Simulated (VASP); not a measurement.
AlN:

```xyz
2
Lattice="0.0000 2.0345 2.0345 2.0345 0.0000 2.0345 2.0345 2.0345 0.0000" Properties=species:S:1:pos:R:3 pbc="T T T"
Al    2.0345    2.0345    2.0345
N     0.0000    0.0000    0.0000
```

Measurements of this composition are mostly on another form, of space group No. 186.

Base run:

| Property | Result |
| --- | --- |
| Program | VASP 6.6.1 |
| Functional | PBE-EpsX |
| Potentials or basis | VASP PAW PBE potentials, release 64 (Al, N) |
| Cutoff | 520 eV |
| k mesh | 8 × 8 × 8 |
| Occupations | gaussian, width 0.02 eV |
| Spin | no spin polarisation |

Its results: band gap on the k mesh 6.04 eV, indirect (least direct gap 7.12 eV); pressure -5.8 GPa.

Task: The run is repeated on the same cell with these changes: functional from PBE-EpsX to HSE06. What comes out?

Result: Band gap on the k mesh 5.79 eV, indirect (least direct gap 6.92 eV); pressure -7.6 GPa.

Caveats: the PAW data sets were made with another functional, which shifts forces and pressure a little.
